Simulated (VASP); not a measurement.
KBr, 2 atoms in the cell. The cell holds a sheet with vacuum, 2 atoms: a = 4.569 Å, b = 4.569 Å, c = 26.307 Å, α = 90.00°, β = 90.00°, γ = 90.00°. The cell was built by a generator and needn't be a form met in nature.

| Item | Value |
| --- | --- |
| Program | VASP 6.6.1 |
| Task | single point |
| Functional | PBE |
| Potentials or basis | VASP PAW PBE potentials, release 64 (K_sv, Br) |
| Cutoff | 520 eV |
| k mesh | 6 × 6 × 1 |
| Occupations | gaussian, width 0.02 eV |
| Spin | no spin polarisation |
| Dipole correction | yes |
| Further INCAR settings | ALGO = Fast; EDIFF = 1e-06; NBANDS = 15 |

Potentials or basis: VASP PAW PBE potentials, release 64 (K_sv, Br).

The run is started by

```bash
$ cat potpaw_PBE.64/K_sv/POTCAR potpaw_PBE.64/Br/POTCAR > POTCAR
$ mpirun -np 1 vasp_std > vasp.out
```

Hardware: 1 thread of Intel(R) Xeon(R) Platinum 8488C (Sapphire Rapids), with other jobs on the host.

How long does it take, and how much memory?

Run time: 4.7 min on 1 thread of Intel(R) Xeon(R) Platinum 8488C (Sapphire Rapids) (shared host), peak memory 0.57 GiB. Counts: scf iterations 23, k points 10.
